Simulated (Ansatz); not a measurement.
# Ta: the cost of one run

Computed with Ansatz 0.2.0 (DFT PBE, scalar-relativistic, plane waves, PAW, unless a step's input says otherwise).

## 1. The starting structure

It takes space group Fm-3m (No. 225, cubic). The conventional cell has a = 6.382 Å, b = 6.382 Å, c = 6.382 Å, α = 90.00°, β = 90.00°, γ = 90.00°. Ta (site symmetry -43m) has 4 Ta at 2.76 Å as nearest neighbours. Ta (site symmetry m-3m) is surrounded by 8 Ta at 2.76 Å.

As a file:

```
CELL_PARAMETERS angstrom
0.00000 3.19085 3.19085
3.19085 0.00000 3.19085
3.19085 3.19085 0.00000
ATOMIC_POSITIONS crystal
Ta 0.25000 0.25000 0.25000
Ta 0.75000 0.75000 0.75000
Ta 0.50000 0.50000 0.50000
```

Recipe of the guess: random cell by space group and Wyckoff sites (Fm-3m, No. 225). The dimensions are guesses.

## 2. A first look at the guess

The input, input.yaml:

```yaml
crystal:
  lattice:
    - [0.0, 3.19085465, 3.19085465]
    - [3.19085465, 0.0, 3.19085465]
    - [3.19085465, 3.19085465, 0.0]
  atoms:
    - { symbol: Ta, position: [0.25, 0.25, 0.25] }
    - { symbol: Ta, position: [0.75, 0.75, 0.75] }
    - { symbol: Ta, position: [0.5, 0.5, 0.5] }
basis:
  ecutwfc: 420
kpoints:
  mp_grid: { grid: [6, 6, 6] }
hamiltonian:
  xc: pbe
scf:
  occupations: { method: gaussian, width: 0.1 }
  lower_state_search: "off"
output:
  forces: true
  stress: true
  eigenvalues: true
```

Launch:

```console
$ ansatz run input.yaml --threads 1 --pin off --max-ram 2560MiB --backend cpu --events-out ev --progress --plain --runs-dir out
```

**Question.** How long does this run take on 1 thread of Arm Neoverse V1, shared host, and how much memory does it need?

About 1.6 s, with a peak of 0.3 GiB.
